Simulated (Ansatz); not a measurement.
# Zn12CO12F4: the cost of one run

Method: DFT PBE+D3(BJ), scalar-relativistic, plane waves, PAW, in Ansatz 0.2.0.

2 further runs of the same task are left out: 2 set aside as unsound or not needed.

## Step 1: The system as given

Symmetry: Pm, No. 6, monoclinic system. The conventional cell has a = 5.256 Å, b = 3.255 Å, c = 22.577 Å, α = 90.00°, β = 90.00°, γ = 90.00°. Zn (site symmetry m) has 3 O at 1.98 to 1.99 Å as nearest neighbours. Around O (site symmetry m) lie 3 Zn at 1.98 to 1.99 Å. Zn (site symmetry m) has 4 O at 1.98 to 1.99 Å as nearest neighbours. O (site symmetry m) is surrounded by 4 Zn at 1.98 to 1.99 Å. Around Zn (site symmetry m) lie 4 O at 1.97 to 1.99 Å. O (site symmetry m) is surrounded by 4 Zn at 1.96 to 1.99 Å. Zn (site symmetry m) has 4 O at 1.96 to 2.05 Å as nearest neighbours. O (site symmetry m) has 4 Zn at 1.97 to 2.08 Å as nearest neighbours. Only part of the 12 independent sites is listed.

Coordinates:

```
Zn O
1.0
     6.50949    0.00000    0.00000
     0.00000    5.25642    0.00000
     0.00000    0.00000   22.57695
Zn O
12 12
Direct
  0.50000 0.99838 0.35434
  0.00000 0.99838 0.35434
  0.75000 0.49838 0.39596
  0.25000 0.49838 0.39596
  0.75000 0.99838 0.47919
  0.25000 0.99838 0.47919
  0.00000 0.49422 0.51785
  0.50000 0.49422 0.51785
  0.00000 0.99609 0.60777
  0.50000 0.99609 0.60777
  0.25000 0.45907 0.63067
  0.75000 0.45907 0.63067
  0.50000 0.61952 0.35434
  0.00000 0.61952 0.35434
  0.75000 0.11952 0.39596
  0.25000 0.11952 0.39596
  0.75000 0.61952 0.47919
  0.25000 0.61952 0.47919
  0.00000 0.11698 0.52009
  0.50000 0.11698 0.52009
  0.00000 0.61809 0.60376
  0.50000 0.61809 0.60376
  0.25000 0.11075 0.64502
  0.75000 0.11075 0.64502
```

Miller indices refer to the conventional cell of the relaxed bulk, P6_3mc (No. 186): a = 3.255 Å, b = 3.255 Å, c = 5.256 Å, α = 90.00°, β = 90.00°, γ = 120.00°.

It is a (100) slab, 6.6 Å thick as cut, with 16 Å of vacuum, in a 2×1 surface cell; its outer planes are ZnO (top) and ZnO (bottom). An earlier relaxation, lower half held, gave -46641.8082 eV, gap on the mesh 0.71 eV, ionisation potential 5.70 eV (top face), 5.09 eV (bottom face), electron affinity 4.99 eV (top face), 4.38 eV (bottom face), dipole along +c -0.116 e·Å per cell.

## Step 2: CF4, donor, over a hollow (nearest Zn) site

Contents of input.yaml:

```yaml
crystal:
  lattice:
    - [6.5094894554, 0.0, 0.0]
    - [0.0, 5.2564237846, 0.0]
    - [0.0, 0.0, 26.4189471064]
  atoms:
    - { symbol: Zn, position: [0.5, 0.9983827818, 0.3028129761] }
    - { symbol: Zn, position: [0.0, 0.9983827818, 0.3028129761] }
    - { symbol: O, position: [0.5, 0.6195172182, 0.3028129761] }
    - { symbol: O, position: [0.0, 0.6195172182, 0.3028129761] }
    - { symbol: Zn, position: [0.75, 0.4983827818, 0.3383769927] }
    - { symbol: Zn, position: [0.25, 0.4983827818, 0.3383769927] }
    - { symbol: O, position: [0.75, 0.1195172182, 0.3383769927] }
    - { symbol: O, position: [0.25, 0.1195172182, 0.3383769927] }
    - { symbol: Zn, position: [0.75, 0.9983827818, 0.4095050258] }
    - { symbol: Zn, position: [0.25, 0.9983827818, 0.4095050258] }
    - { symbol: O, position: [0.75, 0.6195172182, 0.4095050258] }
    - { symbol: O, position: [0.25, 0.6195172182, 0.4095050258] }
    - { symbol: Zn, position: [0.0, 0.4942166945, 0.4425374369] }
    - { symbol: Zn, position: [0.5, 0.4942166945, 0.4425374369] }
    - { symbol: O, position: [0.0, 0.1169774695, 0.4444545233] }
    - { symbol: O, position: [0.5, 0.1169774695, 0.4444545233] }
    - { symbol: Zn, position: [0.0, 0.9960886931, 0.5193847732] }
    - { symbol: Zn, position: [0.5, 0.9960886931, 0.5193847732] }
    - { symbol: O, position: [0.0, 0.6180923257, 0.5159608761] }
    - { symbol: O, position: [0.5, 0.6180923257, 0.5159608761] }
    - { symbol: Zn, position: [0.25, 0.4590729161, 0.5389552854] }
    - { symbol: Zn, position: [0.75, 0.4590729161, 0.5389552854] }
    - { symbol: O, position: [0.25, 0.1107480739, 0.551216213] }
    - { symbol: O, position: [0.75, 0.1107480739, 0.551216213] }
    - { symbol: F, position: [0.7241777567, 0.2900987242, 0.6830155608] }
    - { symbol: C, position: [0.9166666667, 0.3577513117, 0.6655848889] }
    - { symbol: F, position: [0.9166666667, 0.3577513117, 0.6132928731] }
    - { symbol: F, position: [0.965598803, 0.5980133718, 0.6830155608] }
    - { symbol: F, position: [1.0602234403, 0.185141839, 0.6830155608] }
basis:
  ecutwfc: 420
kpoints:
  mp_grid: { grid: [3, 3, 1] }
hamiltonian:
  xc: pbe
  dispersion: d3bj
scf:
  occupations: { method: gaussian, width: 0.05 }
output:
  forces: true
  eigenvalues: true
  write_density: true
  write_potential: true
  elf: true
  volumetric_format: npy
relax:
  adjacent_minimum: "off"
  f_tol: 0.04
  max_steps: 100
  constraints: [{ sites: [0, 1, 2, 3, 4, 5, 6, 7, 8, 9, 10, 11] }]
efield:
  axis: 3
  dipole_correction: true
  ramp_width: 0.04
```

On the command line:

```console
$ ansatz run input.yaml --threads 8 --pin off --max-ram 20480MiB --backend cpu --events-out ev --progress --plain --runs-dir out
```

Q: Estimate wall time and peak memory on 8 threads of Arm Neoverse V1, shared host.

About 8.9 min, with a peak of 3.1 GiB.
